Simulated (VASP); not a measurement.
Level of theory: PBE GGA, VASP's PBE PAW potentials (set 64) (plane waves; VASP).

Input for VASP

INCAR:
```
ENCUT = 520   # plane-wave cut-off (eV)
LWAVE = .FALSE.
EDIFF = 1E-7   # SCF stop (eV)
LCHARG = .FALSE.
NSW = 30
LREAL = .FALSE.   # projection in real space or not
GGA = PE
PREC = Accurate
SYSTEM = GeO2
ISIF = 4   # ions and shape, fixed volume
ISMEAR = 0
EDIFFG = -0.01   # ionic stop
SIGMA = 0.05   # width (eV)
IBRION = 2   # conjugate gradients
LMAXMIX = 4
NELM = 100
LASPH = .TRUE.   # aspherical one-centre terms
ALGO = Normal
```

POSCAR:
```
GeO2
1
    4.4407773231     0.0000000000     0.0000000000
    0.0000000000     4.4407773231     0.0000000000
    0.0000000000     0.0000000000     2.8800425140
Ge O
2 4
Direct
  0.0000000000   1.0000000000   0.0000000000
  0.5000000000   0.5000000000   0.5000000000
  0.3069117064   0.3069117064   1.0000000000
  0.8069117064   0.1930882936   0.5000000000
  0.1930882936   0.8069117064   0.5000000000
  0.6930882936   0.6930882936   0.0000000000
```

**KPOINTS**
```
Automatic mesh
0
Gamma
5 5 8
0 0 0
```

POTCAR, in this order: Ge_d O (PBE.64 set). Program: vasp_std.

Output of the run:

**OUTCAR**
```
 ion  position               nearest neighbor table
   1  0.000  0.000  0.000-   4 1.88   5 1.88   4 1.88   5 1.88   3 1.93   6 1.93
   2  0.500  0.500  0.500-   3 1.88   6 1.88   3 1.88   6 1.88   5 1.93   4 1.93
   3  0.307  0.307  0.000-   2 1.88   2 1.88   1 1.93
   4  0.807  0.193  0.500-   1 1.88   1 1.88   2 1.93
   5  0.193  0.807  0.500-   1 1.88   1 1.88   2 1.93
   6  0.693  0.693  0.000-   2 1.88   2 1.88   1 1.93
  LATTYP: Found a simple tetragonal cell.
 ALAT       =     4.4407773231
 C/A-ratio  =     0.6485446814
 Subroutine PRICEL returns:
 Original cell was already a primitive cell.
 Subroutine GETGRP returns: Found 16 space group operations
The static configuration has the point symmetry D_2h.
 The point group associated with its full space group is D_4h.
The dynamic configuration has the point symmetry D_2h.
 Subroutine INISYM returns: Found 16 space group operations
 Subroutine IBZKPT returns following result:
 Found     30 irreducible k-points:

 Following reciprocal coordinates:
            Coordinates               Weight
  0.000000  0.000000  0.000000      1.000000
  0.200000  0.000000  0.000000      4.000000
  0.400000  0.000000  0.000000      4.000000
  0.200000  0.200000  0.000000      4.000000
  0.400000  0.200000  0.000000      8.000000
  0.400000  0.400000  0.000000      4.000000
  0.000000  0.000000  0.125000      2.000000
  0.200000  0.000000  0.125000      8.000000
  0.400000  0.000000  0.125000      8.000000
  0.200000  0.200000  0.125000      8.000000
  0.400000  0.200000  0.125000     16.000000
  0.400000  0.400000  0.125000      8.000000
  0.000000  0.000000  0.250000      2.000000
  0.200000  0.000000  0.250000      8.000000
  0.400000  0.000000  0.250000      8.000000
  0.200000  0.200000  0.250000      8.000000
  0.400000  0.200000  0.250000     16.000000
  0.400000  0.400000  0.250000      8.000000
...
```

File OSZICAR:
```
       N       E                     dE             d eps       ncg     rms          rms(c)
DAV:   1     0.588240167073E+03    0.58824E+03   -0.26781E+04  2469   0.451E+03
DAV:   2     0.514344783004E+02   -0.53681E+03   -0.51702E+03  2068   0.957E+02
DAV:   3    -0.388017729179E+02   -0.90236E+02   -0.89189E+02  2161   0.230E+02
DAV:   4    -0.436557425402E+02   -0.48540E+01   -0.48394E+01  2182   0.632E+01
DAV:   5    -0.437771208828E+02   -0.12138E+00   -0.12135E+00  2206   0.991E+00    0.146E+01
DAV:   6    -0.384056020478E+02    0.53715E+01   -0.19072E+01  2995   0.878E+01    0.464E+00
DAV:   7    -0.384649631510E+02   -0.59361E-01   -0.16072E+00  2140   0.768E+00    0.279E+00
DAV:   8    -0.384444053486E+02    0.20558E-01   -0.18562E-01  2709   0.607E+00    0.559E-01
DAV:   9    -0.384374554923E+02    0.69499E-02   -0.42370E-02  2956   0.338E+00    0.146E-01
DAV:  10    -0.384378214180E+02   -0.36593E-03   -0.27816E-03  2529   0.466E-01    0.673E-02
DAV:  11    -0.384378567678E+02   -0.35350E-04   -0.17096E-04  2629   0.234E-01    0.186E-02
DAV:  12    -0.384378574434E+02   -0.67559E-06   -0.14994E-05  2701   0.893E-02    0.373E-03
DAV:  13    -0.384378575710E+02   -0.12763E-06   -0.54545E-06  2556   0.182E-02    0.352E-03
DAV:  14    -0.384378572504E+02    0.32067E-06   -0.78589E-07  2506   0.125E-02    0.121E-03
DAV:  15    -0.384378572599E+02   -0.95779E-08   -0.50190E-08  1427   0.155E-03
   1 F= -.38437857E+02 E0= -.38437857E+02  d E =-.384379E+02
       N       E                     dE             d eps       ncg     rms          rms(c)
DAV:   1    -0.384452734419E+02   -0.74162E-02   -0.16463E+00  2103   0.870E+00    0.600E-01
DAV:   2    -0.384450377002E+02    0.23574E-03   -0.67156E-02  2395   0.231E+00    0.359E-01
DAV:   3    -0.384415370155E+02    0.35007E-02   -0.45460E-03  2685   0.947E-01    0.909E-02
DAV:   4    -0.384415281018E+02    0.89138E-05   -0.14645E-03  2438   0.307E-01    0.307E-02
DAV:   5    -0.384415173865E+02    0.10715E-04   -0.11562E-04  2360   0.118E-01    0.123E-02
DAV:   6    -0.384415175667E+02   -0.18024E-06   -0.10624E-05  2651   0.357E-02    0.336E-03
DAV:   7    -0.384415177687E+02   -0.20201E-06   -0.60628E-07  2145   0.777E-03    0.148E-03
DAV:   8    -0.384415178071E+02   -0.38401E-07   -0.63519E-08  1448   0.438E-03
   2 F= -.38441518E+02 E0= -.38441518E+02  d E =-.366055E-02
       N       E                     dE             d eps       ncg     rms          rms(c)
DAV:   1    -0.384415318996E+02   -0.14131E-04   -0.12607E-04  2256   0.761E-02    0.523E-03
DAV:   2    -0.384415318559E+02    0.43645E-07   -0.51186E-06  2374   0.205E-02    0.313E-03
DAV:   3    -0.384415315629E+02    0.29307E-06   -0.30593E-07  1970   0.792E-03    0.799E-04
DAV:   4    -0.384415315671E+02   -0.42028E-08   -0.11998E-07  1438   0.283E-03
   3 F= -.38441532E+02 E0= -.38441532E+02  d E =-.367431E-02
       N       E                     dE             d eps       ncg     rms          rms(c)
DAV:   1    -0.384424613191E+02   -0.92976E-03   -0.48444E-02  1975   0.174E+00    0.197E-01
DAV:   2    -0.384420008003E+02    0.46052E-03   -0.12167E-03  2522   0.473E-01    0.119E-01
DAV:   3    -0.384417190870E+02    0.28171E-03   -0.35283E-04  2940   0.275E-01    0.884E-03
DAV:   4    -0.384417244093E+02   -0.53223E-05   -0.67327E-05  2070   0.693E-02    0.670E-03
DAV:   5    -0.384417243633E+02    0.45991E-07   -0.19425E-06  2706   0.139E-02    0.327E-03
DAV:   6    -0.384417244483E+02   -0.85000E-07   -0.32436E-07  1826   0.639E-03
   4 F= -.38441724E+02 E0= -.38441724E+02  d E =-.192881E-03
```

File OUTCAR:
```
------------------------ aborting loop because EDIFF is reached ----------------------------------------
  FORCE on cell =-STRESS in cart. coord.  units (eV):
  Direction    XX          YY          ZZ          XY          YZ          ZX
  --------------------------------------------------------------------------------------
  Total        2.2564957      2.2564957      2.2367302      0.0000000      0.0000000      0.0000000
  in kB       63.6543673     63.6543673     63.0967938      0.0000000      0.0000000      0.0000000
  external PRESSURE =      63.4685094 kB  Pullay stress =       0.0000000 kB
  volume of cell :       56.80
      direct lattice vectors                 reciprocal lattice vectors
     4.428806648  0.000000000  0.000000000     0.225794459  0.000000000  0.000000000
    -0.000000000  4.428806648  0.000000000    -0.000000000  0.225794459  0.000000000
     0.000000000  0.000000000  2.895632558     0.000000000  0.000000000  0.345347685
 POSITION                                       TOTAL-FORCE (eV/Angst)
 -----------------------------------------------------------------------------------
      0.00000      0.00000      2.89563         0.000000     -0.000000      0.000000
      2.21440      2.21440      1.44782         0.000000     -0.000000      0.000000
      1.35481      1.35481      0.00000        -0.001435     -0.001435     -0.000000
      3.56921      0.85959      1.44782        -0.001435      0.001435      0.000000
      0.85959      3.56921      1.44782         0.001435     -0.001435     -0.000000
      3.07400      3.07400      0.00000         0.001435      0.001435      0.000000
 -----------------------------------------------------------------------------------
    total drift:                                0.000000      0.000000      0.000000
  FREE ENERGIE OF THE ION-ELECTRON SYSTEM (eV)
  ---------------------------------------------------
  free  energy   TOTEN  =       -38.4417244483 eV

  energy  without entropy=      -38.4417244483  energy(sigma->0) =      -38.44172445

 reached required accuracy - stopping structural energy minimisation
```
(Selected blocks of OUTCAR.)

CONTCAR:
```
GeO2
   1.00000000000000
     4.4288066480541666    0.0000000000000000    0.0000000000000000
    -0.0000000000000000    4.4288066480541666    0.0000000000000000
     0.0000000000000000    0.0000000000000000    2.8956325583017986
  Ge              O
     2     4
Direct
     0.0000000000000000    0.0000000000000000    1.0000000000000000
     0.5000000000000000    0.5000000000000000    0.5000000000000000
     0.3059084547150671    0.3059084547150671    0.0000000000000000
     0.8059084547150671    0.1940915452849329    0.5000000000000000
     0.1940915452849329    0.8059084547150671    0.5000000000000000
     0.6940915452849329    0.6940915452849329    0.0000000000000000
```

The compound is GeO2 in the rutile structure. This cell is one point of a volume scan, at 0.97 of the reference volume. Symmetry was kept, so distortions that lower it aren't found.
